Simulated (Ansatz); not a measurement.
## ZnS with a Zn vacancy, one structure, two calculations

Cell: a supercell of ZnS (space group P6_3mc) built from an entry of the Crystallography Open Database (COD), with the ions relaxed around the defect (PBE).

```cif
data_structure
_symmetry_space_group_name_H-M 'P 1'
_symmetry_Int_Tables_number 1
_cell_length_a 6.6026
_cell_length_b 6.6026
_cell_length_c 18.6900
_cell_angle_alpha 90.000
_cell_angle_beta 90.000
_cell_angle_gamma 120.000
_cell_volume 705.61
loop_
_atom_site_label
_atom_site_type_symbol
_atom_site_fract_x
_atom_site_fract_y
_atom_site_fract_z
_atom_site_occupancy
Zn1 Zn 0.33379 0.66696 0.99720 1
Zn2 Zn 0.66707 0.33329 0.99720 1
Zn3 Zn 0.00072 0.00020 0.50020 1
Zn4 Zn 0.33407 0.66687 0.50016 1
Zn5 Zn 0.66739 0.33357 0.50016 1
Zn6 Zn 0.32241 0.32196 0.16215 1
Zn7 Zn 0.67768 0.00015 0.16218 1
Zn8 Zn 0.00058 0.67776 0.16217 1
Zn9 Zn 0.33393 0.00017 0.66933 1
Zn10 Zn 0.66731 0.66687 0.66934 1
Zn11 Zn 0.00060 0.33347 0.66933 1
Zn12 Zn 0.33359 0.00030 0.33116 1
Zn13 Zn 0.66822 0.66758 0.33108 1
Zn14 Zn 0.00094 0.33296 0.33112 1
Zn15 Zn 0.33451 0.33419 0.83912 1
Zn16 Zn 0.66636 0.00012 0.83915 1
Zn17 Zn 0.00044 0.66604 0.83913 1
S18 S 0.00022 0.99992 0.11884 1
S19 S 0.33370 0.66668 0.12466 1
S20 S 0.66702 0.33351 0.12466 1
S21 S 0.00060 0.00017 0.62530 1
S22 S 0.33395 0.66682 0.62530 1
S23 S 0.66729 0.33353 0.62530 1
S24 S 0.33488 0.33425 0.29062 1
S25 S 0.66687 0.00029 0.29067 1
S26 S 0.00093 0.66630 0.29063 1
S27 S 0.33324 0.00012 0.79273 1
S28 S 0.66770 0.66735 0.79273 1
S29 S 0.00046 0.33290 0.79273 1
S30 S 0.33399 0.00021 0.45773 1
S31 S 0.66744 0.66692 0.45768 1
S32 S 0.00073 0.33351 0.45770 1
S33 S 0.32527 0.32497 0.96084 1
S34 S 0.67595 0.00011 0.96083 1
S35 S 0.00041 0.67542 0.96084 1
```

Atom numbers follow the list; atoms alike are taken as one site, whose name carries the number of the first.

First run. Computed with Ansatz: DFT, PBE, plane waves and PAW, scalar-relativistic, collinear spin, 420 eV cutoff, Γ-centred 3×3×1 k-points, Fermi–Dirac smearing 0.01 eV, cell charge -1. Start moments as typed (μB): 0 0 0 0 0 0 0 0 0 0 0 0 0 0 0 0 0 0.5 0 0 0 0 0 0 0 0 0 0 0 0 0 0 0.5 0.5 0.5 by atom.

```tsv
site	atom	V_zz (10²¹ V/m²)	η	m (μB)
Zn6	6	-3.37	0.68	0.00
Zn7	7	-3.26	0.72	0.00
Zn8	8	-3.31	0.70	0.00
Zn9	9	-1.54	0.00	0.00
Zn13	13	1.45	0.06	0.00
Zn15	15	-3.38	0.12	0.00
Zn16	16	-3.40	0.13	0.00
Zn17	17	-3.39	0.12	0.00
S18	18	-7.50	0.00	0.01
S27	27	1.17	0.07	0.01
S28	28	1.17	0.07	0.01
S33	33	-3.26	0.75	0.09
S34	34	-3.32	0.75	0.09
S35	35	-3.28	0.75	0.09
```

Second run. The same atoms and settings, except that the functional is r2SCAN and the cutoff is 500 eV.

Task: What does the second run give?

Result: 

| site | atom | V_zz | η | change of V_zz | m (μB) |
| --- | --- | --- | --- | --- | --- |
| Zn6 | 6 | -3.47 | 0.66 | -0.10 | 0.00 |
| Zn7 | 7 | -3.35 | 0.71 | -0.09 | 0.00 |
| Zn8 | 8 | -3.40 | 0.69 | -0.09 | 0.00 |
| Zn9 | 9 | -1.60 | 0.00 | -0.06 | 0.00 |
| Zn13 | 13 | 1.49 | 0.06 | +0.04 | 0.00 |
| Zn15 | 15 | -3.47 | 0.12 | -0.09 | 0.00 |
| Zn16 | 16 | -3.49 | 0.12 | -0.09 | 0.00 |
| Zn17 | 17 | -3.48 | 0.12 | -0.09 | 0.00 |
| S18 | 18 | -7.42 | 0.00 | +0.08 | 0.01 |
| S27 | 27 | 1.10 | 0.06 | -0.07 | 0.01 |
| S28 | 28 | 1.10 | 0.07 | -0.07 | 0.01 |
| S33 | 33 | -2.89 | 0.87 | +0.37 | 0.10 |
| S34 | 34 | -2.96 | 0.86 | +0.36 | 0.10 |
| S35 | 35 | -2.91 | 0.86 | +0.37 | 0.10 |

The largest change of V_zz is on S33, from -3.26 to -2.89. In per cent, |V_zz| changes by +3 on Zn, -11 to -1 on S (all sites that start above 2). The table leaves out 13 of the 27 sites, with |V_zz| up to 1.48; their tensors move by 0.05 at most along any direction. The statements above cover all sites.

The defect repeats with the cell of 35 atoms, so it feels its images: sites between two images don't show the values beside a lone defect, and zeros or small values of η there can come from the images' arrangement. S and Zn carry a gradient in the pure host already, so the values there aren't the defect's effect alone. A uniform background compensates the cell's charge. The defect cell has no gap above 0.1 eV on its mesh, so the values can hang on the smearing and the k-mesh.
For the first run: The centre was started off its lattice site, so that it could distort.
For the second run: The program didn't check the stability of this electronic state in full, so a lower one may lie near. With these PAW files V_zz is typically within 2 to 3 % of all-electron values, but misses above 10 % occur on Zn.
